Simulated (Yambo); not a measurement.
## AlN in Yambo: convergence with bands in self energy

Crystal: AlN.

```
CELL_PARAMETERS angstrom
0.00000 2.18399 2.18399
2.18399 0.00000 2.18399
2.18399 2.18399 0.00000
ATOMIC_POSITIONS crystal
Al 0.00000 0.00000 0.00000
N 0.25000 0.25000 0.25000
```

Measurements of this composition are mostly on another form, of space group No. 186.

```yaml
Program: Yambo 5.3.0
Task: G0W0 quasiparticle levels
Functional: LDA
Potentials_or_basis: PseudoDojo 0.4.1 SR LDA standard
Cutoff: 1143 eV
Density_cutoff: 4572 eV
k_mesh: 6 × 6 × 6
Occupations: fixed
Spin: no spin polarisation
k_mesh_of_the_self-consistent_run: 10 × 10 × 10
Form_of_the_LDA: PW92
Random_integration_of_the_Coulomb_term: yes
Direction_of_the_field_or_of_q_to_0: x + y + z
Broadening: 0.1 eV
States_corrected: Γ and the k points of the band edges
Frequency_dependence_of_W: plasmon pole
Terminator_of_the_band_sum_in_the_self-energy: none
Quasiparticle_equation: linearised (Newton)
Imaginary_frequency_of_the_plasmon-pole_fit: 27.2114 eV
Bands_in_the_response: 154
Bands_in_the_self-energy: 24
Cutoff_of_the_response_matrix: 12 Ry
Cutoff_of_exchange_and_Vxc: 84 Ry
Bands_corrected_first_last: "[3, 6]"
```

These are the settings of the first run; the series varies bands in self energy, with any setting tied to it.

| bands in self energy | quasiparticle gap at the points computed (eV) |
| --- | --- |
| 24 | 4.478 |
| 44 | 4.635 |
| 84 | 4.756 |
| 154 | 4.817 |

Not settled before the last step: the quasiparticle gap at the points computed (to 0.05 eV). The tightest run that finished is the yardstick and may itself not be fully converged.

Caveat, for the tightest run too: this version prints the column dSc/dw multiplied by 27.2.
